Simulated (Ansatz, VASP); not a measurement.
**One calculation of Ca, two programs**

```xyz
2
Lattice="3.2297 0.0000 0.0000 -1.6149 2.7970 0.0000 0.0000 0.0000 5.4282" Properties=species:S:1:pos:R:3 pbc="T T T"
Ca    0.0000    1.8647    1.3571
Ca    1.6149    0.9323    4.0712
```

Alike in both runs: functional PBE; k mesh 13 × 13 × 7; occupations fermi-dirac, width 0.05 eV; no spin polarisation.

Ansatz relaxed the structure, and its values are those at the end. VASP's run is a single point on that final structure, the one shown.

|  | VASP | Ansatz |
| --- | --- | --- |
| version | VASP 6.6.1 | Ansatz 0.2.0 |
| potentials or method | VASP PAW PBE potentials, release 64 (Ca_sv) | PAW with Ansatz's default frozen-core files, scalar-relativistic |
| plane-wave cutoff (eV) | 520 | 420 |
| valence electrons in the cell | 20 | 20 |

```csv
,VASP,Ansatz,Ansatz less VASP
pressure (GPa),21.0,21.0,-0.04
```

With one functional, cell and mesh, what is left measures potentials, basis and numerics.

Caveats: so large a pressure means that the cell lies far from this level's equilibrium, or that cutoff or potentials fall short (VASP).
